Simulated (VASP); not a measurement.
Input of a VASP 6.6.1 run:

INCAR

```
PREC = Accurate ; ENCUT = 600
EDIFF = 1E-6 ; ISMEAR = 0
SIGMA = 0.03 ; LREAL = F
LASPH = T ; NELM = 80
ALGO = Normal ; ISIF = 3
LWAVE = F ; LCHARG = F
GGA = PE ; IBRION = 2
NSW = 90 ; EDIFFG = -0.01
```

Contents of KPOINTS:

```
Automatic mesh
0
Gamma
  12 12 12
```

POSCAR

```
LiF
1.0
    0.0000000000      2.0140000000      2.0140000000
    2.0140000000      0.0000000000      2.0140000000
    2.0140000000      2.0140000000      0.0000000000
Li F
1 1
Direct
    0.0000000000      0.0000000000      0.0000000000
    0.5000000000      0.5000000000      0.5000000000
```

Potentials or basis: VASP PAW PBE potentials, release 64 (Li_sv, F).

Run with:

```bash
$ cat potpaw_PBE.64/Li_sv/POTCAR potpaw_PBE.64/F/POTCAR > POTCAR
$ mpirun -np 1 vasp_std > vasp.out
```

Problem. What does it give for the band gap on the k mesh?

Solution. 8.94 eV, direct.

Problem. Estimate the relaxed volume.

Solution. 8.31 Å³/atom.

Problem. Estimate the relaxed cell.

Solution. a = 2.864 Å, b = 2.864 Å, c = 2.864 Å, α = 60.00°, β = 60.00°, γ = 60.00°.

Problem. Predict the space group after relaxing (to 0.05 Å).

Solution. Fm-3m (No. 225).

Final structure:
```cif
data_structure
_symmetry_space_group_name_H-M 'P 1'
_symmetry_Int_Tables_number 1
_cell_length_a 2.8644
_cell_length_b 2.8644
_cell_length_c 2.8644
_cell_angle_alpha 60.000
_cell_angle_beta 60.000
_cell_angle_gamma 60.000
_cell_volume 16.62
loop_
_atom_site_label
_atom_site_type_symbol
_atom_site_fract_x
_atom_site_fract_y
_atom_site_fract_z
_atom_site_occupancy
Li1 Li 0.00000 0.00000 0.00000 1
F1 F 0.50000 0.50000 0.50000 1
```

Caveat: the cutoff is under 1.25 times the usual one of these potentials, so pressure, stress and relaxed cells hold a basis-set (Pulay) error. PBE usually gives volumes a little too large and moduli too small.
